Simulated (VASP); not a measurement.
# W (Im-3m) in VASP: a series of runs

The runs below take W through single point, with PBE.

Everything below comes from runs of VASP 6.6.1. Logs are shortened: lines on timing, memory, paths and dates and some standing lists are left out, and cuts for length are marked.

**1. The undisturbed crystal**

It takes space group Im-3m (No. 229, cubic). Conventional cell: a = 3.165 Å, b = 3.165 Å, c = 3.165 Å, α = 90.00°, β = 90.00°, γ = 90.00°. W (site symmetry m-3m) has 8 W at 2.74 Å as nearest neighbours.

**2. Single point, PBE (a relaxed cell with its volume scaled by 1.03)**

INCAR

```
  ALGO = Normal
  EDIFF = 1E-7
  ENCUT = 520
  GGA = PE
  ISIF = 2
  ISMEAR = 0
  LASPH = True
  LCHARG = False
  LREAL = False
  LWAVE = False
  NBANDS = 13
  NELM = 60
  PREC = Accurate
  SIGMA = 1.0
```

KPOINTS

```
k-points
0
Gamma
  18 18 18
```

POSCAR

```
W                                       
1.0
   -1.6102372092      1.6102372092      1.6102372092
    1.6102372092     -1.6102372092      1.6102372092
    1.6102372092      1.6102372092     -1.6102372092
  W             
     1
Direct
     0.0000000000000000    0.0000000000000000    0.0000000000000000
```

Potentials or basis: VASP PAW PBE potentials, release 64 (W_sv).

Command:

```sh
$ cat potpaw_PBE.64/W_sv/POTCAR > POTCAR
$ mpirun -np 1 vasp_std > vasp.out
```

OUTCAR:

```text
EDIFF = 1E-7
   ENCUT = 520
   GGA = PE
   ISIF = 2
   ISMEAR = 0
   LASPH = True
   LREAL = False
   NELM = 60
   PREC = Accurate

 ion  position               nearest neighbor table
   1  0.000  0.000  0.000-

  LATTYP: Found a body centered cubic cell.
 ALAT       =     3.2204744184

  Lattice vectors:

 A1 = (  -1.6102372092,   1.6102372092,   1.6102372092)
 A2 = (   1.6102372092,  -1.6102372092,   1.6102372092)
 A3 = (   1.6102372092,   1.6102372092,  -1.6102372092)

Analysis of symmetry for initial positions (statically):
=====================================================================
 Subroutine PRICEL returns:
 Original cell was already a primitive cell.

 Routine SETGRP: Setting up the symmetry group for a
 body centered cubic supercell.

 Subroutine GETGRP returns: Found 48 space group operations
 (whereof 48 operations were pure point group operations)
 out of a pool of 48 trial point group operations.

The static configuration has the point symmetry O_h .

Analysis of symmetry for dynamics (positions and initial velocities):
=====================================================================
 Subroutine PRICEL returns:
 Original cell was already a primitive cell.

 Routine SETGRP: Setting up the symmetry group for a
 body centered cubic supercell.

 Subroutine GETGRP returns: Found 48 space group operations
 (whereof 48 operations were pure point group operations)
 out of a pool of 48 trial point group operations.

The dynamic configuration has the point symmetry O_h .

 Subroutine INISYM returns: Found 48 space group operations
 (whereof 48 operations are pure point group operations),
 and found     1 'primitive' translations

----------------------------------------------------------------------------------------

                                     Primitive cell

  volume of cell :      16.7005

  direct lattice vectors                    reciprocal lattice vectors
    -1.610237209  1.610237209  1.610237209     0.000000000  0.310513257  0.310513257
     1.610237209 -1.610237209  1.610237209     0.310513257  0.000000000  0.310513257
     1.610237209  1.610237209 -1.610237209     0.310513257  0.310513257  0.000000000

  length of vectors
     2.789012659  2.789012659  2.789012659     0.439132059  0.439132059  0.439132059

  position of ions in fractional coordinates (direct lattice)
     0.000000000  0.000000000  0.000000000

  ion indices of the primitive-cell ions
[... 83 lines left out ...]
   TEBEG  =    0.0;   TEEND  =   0.0 temperature during run
   PSTRESS=    0.0 pullay stress
   NELECT =      14.0000    total number of electrons
   NUPDOWN=      -1.0000    fix difference up-down
   EMIN   =  10.00;   EMAX   =-10.00  energy-range for DOS
   EFERMI =   0.00;   METHOD = LEGACY
   ISMEAR =     0;   SIGMA  =   1.00  broadening in eV -4-tet -1-fermi 0-gaus
   EFERMI_NEDOS =   21; number of points for ismear=-14 and -15
   IALGO  =     38    algorithm
   IMIX   =      4    mixing-type and parameters
     AMIX     =   0.40;   BMIX     =  1.00
     AMIX_MAG =   1.60;   BMIX_MAG =  1.00
  volume/ion in A,a.u.               =      16.70       112.70
  Fermi-wavevector in a.u.,A,eV,Ry     =   1.543622  2.917023 32.419543  2.382769
  Thomas-Fermi vector in A             =   2.649259
   LORBIT       =      0    0 simple, 1 ext, 2 COOP (PROOUT), +10 PAW based schemes
   GGA     = PE    functional components
   LHFCALC =     F    Hartree Fock is set to
   AEXX    =    0.0000 exact exchange contribution
   IVDW    =     0    specifies the selected vdW correction
   LEPSILON=     F    determine dielectric tensor
   LRPA    =     F    only Hartree local field effects (RPA)
 non-spin polarized calculation
 Gauss-broadening in eV      SIGMA  =   1.00
  energy-cutoff  :      520.00
  volume of cell :       16.70
 maximum number of plane-waves:       468
 NGX is ok and might be reduce to    24
   NGX = 11   NGY = 11   NGZ = 11

 number of electron      13.9999999 magnetization

 Free energy of the ion-electron system (eV)
  ---------------------------------------------------
  ext. energy  EPLUGINS =         0.00000000
  ---------------------------------------------------
  free energy    TOTEN  =       -13.06830016 eV

  energy without entropy =      -12.77717219  energy(sigma->0) =      -12.92273618

 E-fermi :  10.6102     XC(G=0): -13.3433

 val. band max:       10.6048279549   @ k =  -0.1667   0.1667   0.1111
 cond. band min:      10.6554332165   @ k =  -0.4444   0.5000   0.2778
 fundamental gap:      0.0506052615
 Fermi energy:        10.6102270158

 k-point     1 :       0.0000    0.0000    0.0000
  band No.  band energies     occupation
      1     -63.5153      2.00000
      2     -27.1521      2.00000
      3     -27.1521      2.00000
      4     -27.1521      2.00000
      5       1.3567      2.00000
      6       9.5722      1.85789
      7       9.5722      1.85789
      8       9.5722      1.85789
      9      12.8562      0.00149
     10      12.8562      0.00149
     11      25.0954      0.00000
     12      25.0954      0.00000
     13      25.0954      0.00000
[... 354 lines left out ...]
  band No.  band energies     occupation
      1     -63.4090      2.00000
      2     -28.1691      2.00000
      3     -27.5364      2.00000
      4     -27.2046      2.00000
      5       5.1679      2.00000
      6       7.5272      1.99999
      7      10.0538      1.56867
      8      12.6157      0.00456
      9      13.8422      0.00000
     10      16.6977      0.00000
     11      20.9044      0.00000
     12      23.0042      0.00000
     13      26.7619      0.00000

 [... further k-points ...]

------------------------ aborting loop because EDIFF is reached ----------------------------------------

  FORCE on cell =-STRESS in cart. coord.  units (eV):
  Direction    XX          YY          ZZ          XY          YZ          ZX
  --------------------------------------------------------------------------------------
  -------------------------------------------------------------------------------------
  Total       -0.8572822     -0.8572822     -0.8572822      0.0000000      0.0000000     -0.0000000
  in kB      -82.2441161    -82.2441161    -82.2441161      0.0000000      0.0000000     -0.0000000
  external PRESSURE =     -82.2441161 kB  Pullay stress =       0.0000000 kB

 VOLUME and BASIS-vectors are now :
 -----------------------------------------------------------------------------
  energy-cutoff  :      520.00
  volume of cell :       16.70
      direct lattice vectors                 reciprocal lattice vectors
    -1.610237209  1.610237209  1.610237209     0.000000000  0.310513257  0.310513257
     1.610237209 -1.610237209  1.610237209     0.310513257  0.000000000  0.310513257
     1.610237209  1.610237209 -1.610237209     0.310513257  0.310513257  0.000000000

 POSITION                                       TOTAL-FORCE (eV/Angst)
 -----------------------------------------------------------------------------------
      0.00000      0.00000      0.00000         0.000000     -0.000000      0.000000
 -----------------------------------------------------------------------------------
    total drift:                                0.000000      0.000000      0.000000

  FREE ENERGIE OF THE ION-ELECTRON SYSTEM (eV)
  ---------------------------------------------------
  free  energy   TOTEN  =       -13.0683001620 eV

  energy  without entropy=      -12.7771721888  energy(sigma->0) =      -12.92273618
```

OSZICAR:

```text
N       E                     dE             d eps       ncg     rms          rms(c)
DAV:   1     0.849258527953E+02    0.84926E+02   -0.73892E+03  5070   0.121E+03
DAV:   2    -0.119980573694E+02   -0.96924E+02   -0.93157E+02  5780   0.315E+02
DAV:   3    -0.137042236833E+02   -0.17062E+01   -0.16976E+01  5565   0.403E+01
DAV:   4    -0.137115112480E+02   -0.72876E-02   -0.72871E-02  5540   0.293E+00
DAV:   5    -0.137115767701E+02   -0.65522E-04   -0.65522E-04  5645   0.261E-01    0.189E+01
DAV:   6    -0.131969105754E+02    0.51467E+00   -0.45482E-01  5245   0.885E+00    0.722E+00
DAV:   7    -0.130721933222E+02    0.12472E+00   -0.21767E-01  5615   0.580E+00    0.687E-01
DAV:   8    -0.130683135626E+02    0.38798E-02   -0.41925E-03  5150   0.832E-01    0.766E-02
DAV:   9    -0.130683055920E+02    0.79706E-05   -0.98117E-05  5859   0.121E-01    0.453E-02
DAV:  10    -0.130682997020E+02    0.58899E-05   -0.13230E-05  5305   0.495E-02    0.692E-03
DAV:  11    -0.130683003584E+02   -0.65635E-06   -0.26036E-07  5173   0.598E-03    0.534E-04
DAV:  12    -0.130683001622E+02    0.19617E-06   -0.62284E-09  2890   0.101E-03    0.989E-05
DAV:  13    -0.130683001620E+02    0.18622E-09   -0.68452E-10  2595   0.340E-04
   1 F= -.13068300E+02 E0= -.12922736E+02  d E =-.291128E+00
```

stdout:

```text
POSCAR found type information on POSCAR W
 POSCAR found :  1 types and       1 ions
 scaLAPACK will be used
 LDA part: xc-table for (Slater+PW92), standard interpolation
 POSCAR, INCAR and KPOINTS ok, starting setup
 FFT: planning ... GRIDC
 FFT: planning ... GRID_SOFT
 FFT: planning ... GRID
 WAVECAR not read
 entering main loop
```

Run time: 41 s. Hardware: 1 thread of Intel Xeon Platinum 8488C (Sapphire Rapids), shared host; peak memory 0.17 GiB.

What came out:

| Item | Value |
| --- | --- |
| Free energy | -13.0683 eV |
| Pressure | -8.2 GPa |
| Band gap on the k mesh | none (metal or under the smearing width) |

Levels at points of the mesh, in eV from the Fermi level:
| k point | band 3 | band 4 | band 5 | band 6 | band 7 | band 8 | band 9 | band 10 | band 11 | band 12 |
| --- | --- | --- | --- | --- | --- | --- | --- | --- | --- | --- |
| (0.00, 0.00, 0.00) | -37.76 | -37.76 | -9.25 | -1.04 | -1.04 | -1.04 | 2.25 | 2.25 | 14.49 | 14.49 |
| (0.50, 0.00, 0.00) | -38.12 | -37.77 | -5.85 | -3.22 | 0.61 | 2.11 | 3.03 | 5.81 | 10.37 | 11.44 |
| (0.50, 0.50, 0.50) | -38.53 | -38.53 | -5.33 | -5.33 | 4.91 | 4.91 | 4.91 | 7.93 | 7.93 | 7.93 |

Spin-orbit coupling is left out, which matters for the levels of W.

**3. Single point, PBE (a relaxed cell with its volume scaled by 0.94)**

INCAR is that of step 2.

KPOINTS is that of step 2.

POSCAR

```
W                                       
1.0
   -1.5619006334      1.5619006334      1.5619006334
    1.5619006334     -1.5619006334      1.5619006334
    1.5619006334      1.5619006334     -1.5619006334
  W             
     1
Direct
     0.0000000000000000    0.0000000000000000    0.0000000000000000
```

Potentials or basis: VASP PAW PBE potentials, release 64 (W_sv).

Command:

```sh
$ cat potpaw_PBE.64/W_sv/POTCAR > POTCAR
$ mpirun -np 1 vasp_std > vasp.out
```

Run time: 33 s. Hardware: 1 thread of Intel Xeon Platinum 8488C (Sapphire Rapids), shared host; peak memory 0.15 GiB.

The run converged. Its results:

```yaml
Free_energy: -13.0201 eV
Pressure: 21.0 GPa
Band_gap_on_the_k_mesh: none (metal or under the smearing width)
```

Levels at points of the mesh, in eV from the Fermi level:
| k point | band 4 | band 5 | band 6 | band 7 | band 8 | band 9 | band 10 | band 11 |
| --- | --- | --- | --- | --- | --- | --- | --- | --- |
| (0.00, 0.00, 0.00) | -37.53 | -9.78 | -1.21 | -1.21 | -1.21 | 2.44 | 2.44 | 14.68 |
| (0.50, 0.00, 0.00) | -37.54 | -6.46 | -3.68 | 0.90 | 2.36 | 3.39 | 6.61 | 11.66 |
| (0.50, 0.50, 0.50) | -38.55 | -6.08 | -6.08 | 5.55 | 5.55 | 5.55 | 8.65 | 8.65 |

The run has no spin-orbit coupling, so splittings on W are missing.

**4. Single point, PBE (a relaxed cell with its volume scaled by 1.06)**

INCAR is that of step 3.

KPOINTS is that of step 3.

POSCAR

```
W                                       
1.0
   -1.6257212091      1.6257212091      1.6257212091
    1.6257212091     -1.6257212091      1.6257212091
    1.6257212091      1.6257212091     -1.6257212091
  W             
     1
Direct
     0.0000000000000000    0.0000000000000000    0.0000000000000000
```

Command:

```sh
$ cat potpaw_PBE.64/W_sv/POTCAR > POTCAR
$ mpirun -np 1 vasp_std > vasp.out
```

Wall time 30 s (1 thread of Intel Xeon Platinum 8488C (Sapphire Rapids), shared host); peak memory 0.17 GiB.

Results (log left out):

| Property | Result |
| --- | --- |
| Free energy | -13.0327 eV |
| Pressure | -15.2 GPa |
| Band gap on the k mesh | none (metal or under the smearing width) |

Levels at points of the mesh, in eV from the Fermi level:
```tsv
k point	band 3	band 4	band 5	band 6	band 7	band 8	band 9	band 10	band 11	band 12
(0.00, 0.00, 0.00)	-37.83	-37.83	-9.09	-0.99	-0.99	-0.99	2.18	2.18	14.42	14.42
(0.50, 0.00, 0.00)	-38.16	-37.84	-5.67	-3.09	0.53	2.03	2.92	5.58	9.94	11.36
(0.50, 0.50, 0.50)	-38.53	-38.53	-5.11	-5.11	4.72	4.72	4.72	7.73	7.73	7.73
```

**5. Single point, PBE (a relaxed cell with its volume scaled by 0.91)**

INCAR is that of step 4.

KPOINTS is that of step 4.

POSCAR

```
W                                       
1.0
   -1.5451047012      1.5451047012      1.5451047012
    1.5451047012     -1.5451047012      1.5451047012
    1.5451047012      1.5451047012     -1.5451047012
  W             
     1
Direct
     0.0000000000000000    0.0000000000000000    0.0000000000000000
```

Potentials or basis: VASP PAW PBE potentials, release 64 (W_sv).

Command:

```sh
$ cat potpaw_PBE.64/W_sv/POTCAR > POTCAR
$ mpirun -np 1 vasp_std > vasp.out
```

OUTCAR:

```text
EDIFF = 1E-7
   ENCUT = 520
   GGA = PE
   ISIF = 2
   ISMEAR = 0
   LASPH = True
   LREAL = False
   NELM = 60
   PREC = Accurate

 ion  position               nearest neighbor table
   1  0.000  0.000  0.000-

  LATTYP: Found a body centered cubic cell.
 ALAT       =     3.0902094024

  Lattice vectors:

 A1 = (  -1.5451047012,   1.5451047012,   1.5451047012)
 A2 = (   1.5451047012,  -1.5451047012,   1.5451047012)
 A3 = (   1.5451047012,   1.5451047012,  -1.5451047012)

Analysis of symmetry for initial positions (statically):
=====================================================================
 Subroutine PRICEL returns:
 Original cell was already a primitive cell.

 Routine SETGRP: Setting up the symmetry group for a
 body centered cubic supercell.

 Subroutine GETGRP returns: Found 48 space group operations
 (whereof 48 operations were pure point group operations)
 out of a pool of 48 trial point group operations.

The static configuration has the point symmetry O_h .

Analysis of symmetry for dynamics (positions and initial velocities):
[... 166 lines left out ...]
  band No.  band energies     occupation
      1     -61.5601      2.00000
      2     -25.0028      2.00000
      3     -25.0028      2.00000
      4     -25.0028      2.00000
      5       2.4830      2.00000
      6      11.1645      1.92978
      7      11.1645      1.92977
      8      11.1645      1.92977
      9      14.9540      0.00039
     10      14.9540      0.00039
     11      27.1819      0.00000
     12      27.1819      0.00000
     13      27.1819      0.00000
[... 354 lines left out ...]
  band No.  band energies     occupation
      1     -61.3756      2.00000
      2     -26.5315      2.00000
      3     -25.5719      2.00000
      4     -25.0875      2.00000
      5       6.2472      2.00000
      6       8.7641      2.00000
      7      12.0492      1.42402
      8      14.7471      0.00113
      9      16.2412      0.00000
     10      19.6241      0.00000
     11      24.4714      0.00000
     12      25.5068      0.00000
     13      30.4634      0.00000

 [... further k-points ...]

------------------------ aborting loop because EDIFF is reached ----------------------------------------

  FORCE on cell =-STRESS in cart. coord.  units (eV):
  Direction    XX          YY          ZZ          XY          YZ          ZX
  --------------------------------------------------------------------------------------
  -------------------------------------------------------------------------------------
  Total        3.1517270      3.1517270      3.1517270     -0.0000000      0.0000000     -0.0000000
  in kB      342.2358018    342.2358018    342.2358018     -0.0000000      0.0000000     -0.0000000
  external PRESSURE =     342.2358018 kB  Pullay stress =       0.0000000 kB

 VOLUME and BASIS-vectors are now :
 -----------------------------------------------------------------------------
  energy-cutoff  :      520.00
  volume of cell :       14.75
      direct lattice vectors                 reciprocal lattice vectors
    -1.545104701  1.545104701  1.545104701     0.000000000  0.323602666  0.323602666
     1.545104701 -1.545104701  1.545104701     0.323602666  0.000000000  0.323602666
     1.545104701  1.545104701 -1.545104701     0.323602666  0.323602666  0.000000000

 POSITION                                       TOTAL-FORCE (eV/Angst)
 -----------------------------------------------------------------------------------
      0.00000      0.00000      0.00000        -0.000000      0.000000      0.000000
 -----------------------------------------------------------------------------------
    total drift:                                0.000000     -0.000000      0.000000

  FREE ENERGIE OF THE ION-ELECTRON SYSTEM (eV)
  ---------------------------------------------------
  free  energy   TOTEN  =       -12.9365343144 eV

  energy  without entropy=      -12.6825696420  energy(sigma->0) =      -12.80955198
```

stdout:

```text
POSCAR found type information on POSCAR W
 POSCAR found :  1 types and       1 ions
 scaLAPACK will be used
 LDA part: xc-table for (Slater+PW92), standard interpolation
 POSCAR, INCAR and KPOINTS ok, starting setup
 FFT: planning ... GRIDC
 FFT: planning ... GRID_SOFT
 FFT: planning ... GRID
 WAVECAR not read
 entering main loop
```

Wall time 30 s (1 thread of Intel Xeon Platinum 8488C (Sapphire Rapids), shared host); peak memory 0.15 GiB.

What came out:

- Free energy: -12.9365 eV
- Pressure: 34.2 GPa
- Band gap on the k mesh: none (metal or under the smearing width)

Levels at points of the mesh, in eV from the Fermi level:
| k point | band 3 | band 4 | band 5 | band 6 | band 7 | band 8 | band 9 | band 10 | band 11 | band 12 |
| --- | --- | --- | --- | --- | --- | --- | --- | --- | --- | --- |
| (0.00, 0.00, 0.00) | -37.45 | -37.45 | -9.96 | -1.28 | -1.28 | -1.28 | 2.51 | 2.51 | 14.74 | 14.74 |
| (0.50, 0.00, 0.00) | -37.97 | -37.46 | -6.69 | -3.86 | 1.03 | 2.46 | 3.53 | 6.91 | 11.73 | 12.39 |
| (0.50, 0.50, 0.50) | -38.58 | -38.58 | -6.37 | -6.37 | 5.79 | 5.79 | 5.79 | 8.93 | 8.93 | 8.93 |

Spin-orbit coupling is left out, which matters for the levels of W.

(Part 1 of 2 ends here.)
